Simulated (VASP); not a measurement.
# TePb (Fm-3m) in VASP: single point with PBE

Aim: the single point of TePb with PBE.

All numbers are computed with VASP 6.6.1; they aren't measurements. Logs are shortened: lines on timing, memory, paths and dates and some standing lists are left out, and cuts for length are marked.

**Measured values to compare with.**

From a printed reference work, monograph, for a bulk crystal of TePb at 4.2 K: band gap 0.19 eV (direct).

The results are compared with them further down.

**1. The cell of the first run**

Symmetry: Fm-3m, No. 225, cubic system. Conventional cell: a = 6.572 Å, b = 6.572 Å, c = 6.572 Å, α = 90.00°, β = 90.00°, γ = 90.00°. Te (site symmetry m-3m) has 6 Pb at 3.29 Å within 4.3 Å. Pb (site symmetry m-3m) has 6 Te at 3.29 Å within 4.3 Å.

**2. Single point, PBE**

File INCAR:

```
PREC = Accurate
ENCUT = 520
EDIFF = 1E-6
ISMEAR = 0
SIGMA = 0.01
LREAL = F
LASPH = T
NELM = 60
ALGO = Normal
ISIF = 2
LWAVE = F
LCHARG = T
GGA = PE
LELF = T
LVHAR = T
NBANDS = 17
```

File KPOINTS:

```
Automatic mesh
0
Gamma
  6 6 6
```

File POSCAR:

```
TePb
1.0
    0.0000000000      3.2860548742      3.2860548742
    3.2860548742      0.0000000000      3.2860548742
    3.2860548742      3.2860548742      0.0000000000
Te Pb
1 1
Direct
    0.5000000000      0.5000000000      0.5000000000
    0.0000000000      0.0000000000      0.0000000000
```

Potentials or basis: VASP PAW PBE potentials, release 64 (Te, Pb_d).

Run with:

```
$ cat potpaw_PBE.64/Te/POTCAR potpaw_PBE.64/Pb_d/POTCAR > POTCAR
$ mpirun -np 1 vasp_std > vasp.out
```

OUTCAR:

```text
PREC = Accurate
   ENCUT = 520
   EDIFF = 1E-6
   ISMEAR = 0
   LREAL = F
   LASPH = T
   NELM = 60
   ISIF = 2
   GGA = PE

 ion  position               nearest neighbor table
   1  0.500  0.500  0.500-   2 3.29   2 3.29   2 3.29   2 3.29   2 3.29   2 3.29
   2  0.000  0.000  0.000-   1 3.29   1 3.29   1 3.29   1 3.29   1 3.29   1 3.29

  LATTYP: Found a face centered cubic cell.
 ALAT       =     6.5721097484

  Lattice vectors:

 A1 = (   0.0000000000,   3.2860548742,   3.2860548742)
 A2 = (   3.2860548742,   0.0000000000,   3.2860548742)
 A3 = (   3.2860548742,   3.2860548742,   0.0000000000)

Analysis of symmetry for initial positions (statically):
=====================================================================
 Subroutine PRICEL returns:
 Original cell was already a primitive cell.

 Routine SETGRP: Setting up the symmetry group for a
 face centered cubic supercell.

 Subroutine GETGRP returns: Found 48 space group operations
 (whereof 48 operations were pure point group operations)
 out of a pool of 48 trial point group operations.

The static configuration has the point symmetry O_h .

Analysis of symmetry for dynamics (positions and initial velocities):
=====================================================================
 Subroutine PRICEL returns:
 Original cell was already a primitive cell.

 Routine SETGRP: Setting up the symmetry group for a
 face centered cubic supercell.

 Subroutine GETGRP returns: Found 48 space group operations
 (whereof 48 operations were pure point group operations)
 out of a pool of 48 trial point group operations.

The dynamic configuration has the point symmetry O_h .

 Subroutine INISYM returns: Found 48 space group operations
 (whereof 48 operations are pure point group operations),
 and found     1 'primitive' translations

----------------------------------------------------------------------------------------

                                     Primitive cell

  volume of cell :      70.9667

  direct lattice vectors                    reciprocal lattice vectors
     0.000000000  3.286054874  3.286054874    -0.152158141  0.152158141  0.152158141
     3.286054874  0.000000000  3.286054874     0.152158141 -0.152158141  0.152158141
     3.286054874  3.286054874  0.000000000     0.152158141  0.152158141 -0.152158141

  length of vectors
     4.647183370  4.647183370  4.647183370     0.263545631  0.263545631  0.263545631

  position of ions in fractional coordinates (direct lattice)
     0.500000000  0.500000000  0.500000000
     0.000000000  0.000000000  0.000000000

  ion indices of the primitive-cell ions
   primitive index   ion index
                 1           1
                 2           2

----------------------------------------------------------------------------------------

 KPOINTS: Automatic mesh

Automatic generation of k-mesh.
 Grid dimensions read from file:
 generate k-points for:    6    6    6

 Generating k-lattice:

  Cartesian coordinates                     Fractional coordinates (reciprocal lattice)
    -0.025359690  0.025359690  0.025359690     0.166666667  0.000000000  0.000000000
     0.025359690 -0.025359690  0.025359690     0.000000000  0.166666667  0.000000000
     0.025359690  0.025359690 -0.025359690     0.000000000  0.000000000  0.166666667

  Length of vectors
     0.043924272  0.043924272  0.043924272

  Shift w.r.t. Gamma in fractional coordinates (k-lattice)
     0.000000000  0.000000000  0.000000000

 Subroutine IBZKPT returns following result:
 ===========================================

 Found     16 irreducible k-points:

 Following reciprocal coordinates:
            Coordinates               Weight
  0.000000  0.000000  0.000000      1.000000
  0.166667  0.000000  0.000000      8.000000
  0.333333  0.000000  0.000000      8.000000
  0.500000  0.000000  0.000000      4.000000
  0.166667  0.166667  0.000000      6.000000
  0.333333  0.166667  0.000000     24.000000
[... 8 lines left out ...]
 -0.333333  0.333333  0.166667     24.000000
 -0.333333  0.500000  0.166667     12.000000
   k-points           NKPTS =     16   k-points in BZ     NKDIM =     16   number of bands    NBANDS=     17
   number of dos      NEDOS =    301   number of ions     NIONS =      2
   total plane-waves  NPLWV =  46656
   dimension x,y,z NGX =    36 NGY =   36 NGZ =   36
   dimension x,y,z NGXF=    72 NGYF=   72 NGZF=   72
   ions per type =               1   1
   NGX,Y,Z   is equivalent  to a cutoff of  12.88, 12.88, 12.88 a.u.
   NGXF,Y,Z  is equivalent  to a cutoff of  25.76, 25.76, 25.76 a.u.
 SYSTEM =  unknown system
   PREC   = accura    normal or accurate (medium, high low for compatibility)
   ISTART =      0    job   : 0-new  1-cont  2-samecut
   ICHARG =      2    charge: 1-file 2-atom 10-const
   ISPIN  =      1    spin polarized calculation?
   LNONCOLLINEAR =      F non collinear calculations
   LSORBIT =      F    spin-orbit coupling
   LASPH  =      T    aspherical Exc in radial PAW
   ENCUT  =  520.0 eV  38.22 Ry    6.18 a.u.   8.64  8.64  8.64*2*pi/ulx,y,z
   NELM   =     60;   NELMIN=  2; NELMDL= -5     # of ELM steps
   EDIFF  = 0.1E-05   stopping-criterion for ELM
   LREAL  =      F    real-space projection
   EDIFFG = 0.1E-04   stopping-criterion for IOM
   NSW    =      0    number of steps for IOM
   IBRION =     -1    ionic relax: 0-MD 1-quasi-New 2-CG
   NFREE  =      0    steps in history (QN), initial steepest desc. (CG)
   ISIF   =      2    stress and relaxation
   ISYM   =      2    0-nonsym 1-usesym 2-fastsym
   POTIM  = 0.5000    time-step for ionic-motion
   TEBEG  =    0.0;   TEEND  =   0.0 temperature during run
   PSTRESS=    0.0 pullay stress
   NELECT =      20.0000    total number of electrons
   NUPDOWN=      -1.0000    fix difference up-down
   EMIN   =  10.00;   EMAX   =-10.00  energy-range for DOS
   EFERMI =   0.00;   METHOD = LEGACY
   ISMEAR =     0;   SIGMA  =   0.01  broadening in eV -4-tet -1-fermi 0-gaus
   EFERMI_NEDOS =   21; number of points for ismear=-14 and -15
   IALGO  =     38    algorithm
   IMIX   =      4    mixing-type and parameters
     AMIX     =   0.40;   BMIX     =  1.00
     AMIX_MAG =   1.60;   BMIX_MAG =  1.00
  volume/ion in A,a.u.               =      35.48       239.45
  Fermi-wavevector in a.u.,A,eV,Ry     =   1.073330  2.028300 15.674425  1.152038
  Thomas-Fermi vector in A             =   2.209126
   LORBIT       =      0    0 simple, 1 ext, 2 COOP (PROOUT), +10 PAW based schemes
   GGA     = PE    functional components
   LHFCALC =     F    Hartree Fock is set to
   AEXX    =    0.0000 exact exchange contribution
   IVDW    =     0    specifies the selected vdW correction
   LEPSILON=     F    determine dielectric tensor
   LRPA    =     F    only Hartree local field effects (RPA)
 non-spin polarized calculation
 Gauss-broadening in eV      SIGMA  =   0.01
  energy-cutoff  :      520.00
  volume of cell :       70.97
 maximum number of plane-waves:      1932
 NGX is ok and might be reduce to    36
   NGX = 17   NGY = 17   NGZ = 17

 number of electron      19.9999999 magnetization

 Free energy of the ion-electron system (eV)
  ---------------------------------------------------
  ext. energy  EPLUGINS =         0.00000000
  ---------------------------------------------------
  free energy    TOTEN  =        -7.52385280 eV

  energy without entropy =       -7.52385280  energy(sigma->0) =       -7.52385280

 E-fermi :   5.0250     XC(G=0):  -9.0743

 val. band max:        4.9783989987   @ k =   0.5000   0.0000   0.0000
 cond. band min:       5.8130917214   @ k =   0.5000   0.0000   0.0000
 fundamental gap:      0.8346927227
 Fermi energy:         5.0249583689

 k-point     1 :       0.0000    0.0000    0.0000
  band No.  band energies     occupation
      1     -11.6621      2.00000
      2     -11.6621      2.00000
      3     -11.6565      2.00000
      4     -11.6565      2.00000
      5     -11.6565      2.00000
      6      -6.6255      2.00000
[... 9 lines left out ...]
     16      10.8964      0.00000
     17      12.3868      0.00000

 k-point     2 :       0.1667    0.0000    0.0000
  band No.  band energies     occupation
      1     -11.6646      2.00000
      2     -11.6646      2.00000
      3     -11.6559      2.00000
      4     -11.6533      2.00000
      5     -11.6533      2.00000
      6      -6.4062      2.00000
[... 9 lines left out ...]
     16      11.3829      0.00000
     17      13.8578      0.00000

 k-point     3 :       0.3333    0.0000    0.0000
  band No.  band energies     occupation
      1     -11.6706      2.00000
      2     -11.6706      2.00000
      3     -11.6547      2.00000
      4     -11.6460      2.00000
      5     -11.6460      2.00000
      6      -5.8133      2.00000
[... 9 lines left out ...]
     16      12.6971      0.00000
     17      15.7281      0.00000

 k-point     4 :       0.5000    0.0000    0.0000
  band No.  band energies     occupation
      1     -11.6737      2.00000
      2     -11.6737      2.00000
      3     -11.6542      2.00000
      4     -11.6423      2.00000
      5     -11.6423      2.00000
      6      -5.3204      2.00000
[... 9 lines left out ...]
     16      14.2419      0.00000
     17      14.2419      0.00000
[... 183 lines left out ...]
      1     -11.6871      2.00000
      2     -11.6633      2.00000
      3     -11.6562      2.00000
      4     -11.6439      2.00000
      5     -11.6413      2.00000
      6      -5.3993      2.00000
[... 9 lines left out ...]
     16      14.0534      0.00000
     17      14.4630      0.00000

 k-point    15 :      -0.3333    0.3333    0.1667
  band No.  band energies     occupation
      1     -11.6894      2.00000
      2     -11.6654      2.00000
      3     -11.6505      2.00000
      4     -11.6486      2.00000
      5     -11.6383      2.00000
      6      -5.0701      2.00000
[... 9 lines left out ...]
     16      15.2178      0.00000
     17      15.3607      0.00000

 k-point    16 :      -0.3333    0.5000    0.1667
  band No.  band energies     occupation
      1     -11.6992      2.00000
      2     -11.6598      2.00000
      3     -11.6574      2.00000
      4     -11.6431      2.00000
      5     -11.6356      2.00000
      6      -5.0172      2.00000
[... 9 lines left out ...]
     16      15.5085      0.00000
     17      16.3132      0.00000

------------------------ aborting loop because EDIFF is reached ----------------------------------------

  FORCE on cell =-STRESS in cart. coord.  units (eV):
  Direction    XX          YY          ZZ          XY          YZ          ZX
  --------------------------------------------------------------------------------------
  -------------------------------------------------------------------------------------
  Total       -0.0465013     -0.0465013     -0.0465013      0.0000000      0.0000000      0.0000000
  in kB       -1.0498344     -1.0498344     -1.0498344      0.0000000      0.0000000      0.0000000
  external PRESSURE =      -1.0498344 kB  Pullay stress =       0.0000000 kB

 VOLUME and BASIS-vectors are now :
 -----------------------------------------------------------------------------
  energy-cutoff  :      520.00
  volume of cell :       70.97
      direct lattice vectors                 reciprocal lattice vectors
     0.000000000  3.286054874  3.286054874    -0.152158141  0.152158141  0.152158141
     3.286054874  0.000000000  3.286054874     0.152158141 -0.152158141  0.152158141
     3.286054874  3.286054874  0.000000000     0.152158141  0.152158141 -0.152158141

 POSITION                                       TOTAL-FORCE (eV/Angst)
 -----------------------------------------------------------------------------------
      3.28605      3.28605      3.28605         0.000000     -0.000000      0.000000
      0.00000      0.00000      0.00000        -0.000000      0.000000     -0.000000
 -----------------------------------------------------------------------------------
    total drift:                               -0.000000      0.000000      0.000000

  FREE ENERGIE OF THE ION-ELECTRON SYSTEM (eV)
  ---------------------------------------------------
  free  energy   TOTEN  =        -7.5238528024 eV

  energy  without entropy=       -7.5238528024  energy(sigma->0) =       -7.52385280
```

It took 45 s on 1 thread of Intel Xeon 8259CL, shared host; peak memory 0.2 GiB.

Results:

| Item | Value |
| --- | --- |
| Free energy | -7.5239 eV |
| Pressure | -0.1 GPa |
| Band gap on the k mesh | 0.83 eV |

Levels at points of the mesh, in eV from the valence-band top:
```csv
k point,band 8,band 9,band 10,band 11,band 12,band 13
"(0.00, 0.00, 0.00)",-1.15,-1.15,-1.15,4.02,4.02,4.02
"(0.50, 0.00, 0.00)",-0.73,-0.73,0.00,0.83,1.40,1.40
"(0.50, 0.50, 0.00)",-4.10,-2.51,-2.51,3.51,5.30,5.30
```

Caveat: spin-orbit coupling is left out, which moves the levels of the heavy elements.

**3. How close it comes**

Step 2. Against the measured gap of TePb, 0.19 eV (direct; 4.2 K; a printed reference work, monograph), the calculated 0.83 eV is off by +0.64 eV. Spin-orbit coupling on Pb, Te is left out. The value is that of PBE on a finite k mesh, which can miss the band edges, without temperature or zero-point motion.
